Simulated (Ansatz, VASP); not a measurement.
This is a calculation of Ta3N for Ansatz 0.2.0.

input.yaml

```yaml
crystal:
  lattice:
    - [3.0322239879, 0.0, 0.0]
    - [-1.516111994, 2.6259830035, 0.0]
    - [0.0, 0.0, 7.524137]
  atoms:
    - { symbol: Ta, position: [0.6666666667, 0.3333333333, 0.82607] }
    - { symbol: Ta, position: [0.3333333333, 0.6666666667, 0.17393] }
    - { symbol: Ta, position: [0.0, 0.0, 0.5] }
    - { symbol: "N", position: [0.0, 0.0, 0.0] }
hamiltonian:
  xc: blyp
  pseudopotentials: { kind: paw }
  dispersion: d4
kpoints:
  mp_grid: { grid: [7, 7, 3] }
scf:
  occupations: { method: fermi_dirac, width: 0.05 }
output:
  forces: true
  stress: true
  eigenvalues: true
relax:
  f_tol: 0.01
  max_steps: 40
  cell: { stress_tol: 0.05 }
```

Potentials or basis: Ansatz PAW.

Run with:

```console
$ ansatz run input.yaml --threads 2 --pin off --max-ram 5632MiB --backend cpu --events-out ev --progress --plain --runs-dir out
```

**Question.** Set up the same calculation for VASP 6.6.1. Potentials there: VASP PAW PBE potentials, release 64 (Ta_pv, N).

**Answer.** As run (the cutoff follows the program's own potentials):

The input INCAR:

```
PREC = Accurate
ENCUT = 600
EDIFF = 1E-6
ISMEAR = -1
SIGMA = 0.05
LREAL = F
LASPH = T
NELM = 100
ALGO = Fast
ISIF = 3
LWAVE = F
LCHARG = F
GGA = B5
ALDAX = 1.0
AGGAX = 1.0
AGGAC = 1.0
ALDAC = 0.0
IVDW = 13
VDW_S6 = 1.0
VDW_S8 = 2.34076671
VDW_A1 = 0.44488865
VDW_A2 = 4.0933009
IBRION = 2
NSW = 60
EDIFFG = -0.02
```

File KPOINTS:

```
Automatic mesh
0
Gamma
  7 7 3
```

The input POSCAR:

```
Ta3N
1.0
    3.0322239879      0.0000000000      0.0000000000
   -1.5161119940      2.6259830035      0.0000000000
    0.0000000000      0.0000000000      7.5241370000
Ta N
3 1
Direct
    0.6666666667      0.3333333333      0.8260700000
    0.3333333333      0.6666666667      0.1739300000
    0.0000000000      0.0000000000      0.5000000000
    0.0000000000      0.0000000000      0.0000000000
```

Potentials or basis: VASP PAW PBE potentials, release 64 (Ta_pv, N).

Launch:

```sh
$ cat potpaw_PBE.64/Ta_pv/POTCAR potpaw_PBE.64/N/POTCAR > POTCAR
$ mpirun -np 1 vasp_std > vasp.out
```

Both were run:

|  | VASP | Ansatz | Ansatz less VASP |
| --- | --- | --- | --- |
| gap on the k mesh at the Fermi level, each at its own relaxed structure (eV) | none | none | - |
| relaxed volume (Å³/atom) | 15.08 | 15.01 | -0.077 |
| relaxed cell length with the largest relative difference (Å) | 7.706 | 7.688 | -0.0178 |
| energy change over the relaxation (meV/atom) | -5 | -4 | +1.2 |

A gap of «none» marks a metal or a gap that the smearing closes. The two sets of potentials don't hold the same shells in valence.

Caveats: pairwise dispersion overbinds metals, which lowers pressure and volume; the PAW data sets were made with another functional, which shifts forces and pressure a little (VASP); the plane-wave basis is chosen anew once the cell has moved, so the energies of steps on either side of that aren't comparable (Ansatz); the PAW data sets come from PBE, with cores solved anew for the run's functional, which leaves a small shift of forces and pressure (Ansatz). Spin-orbit coupling is left out, which matters for the levels of Ta.
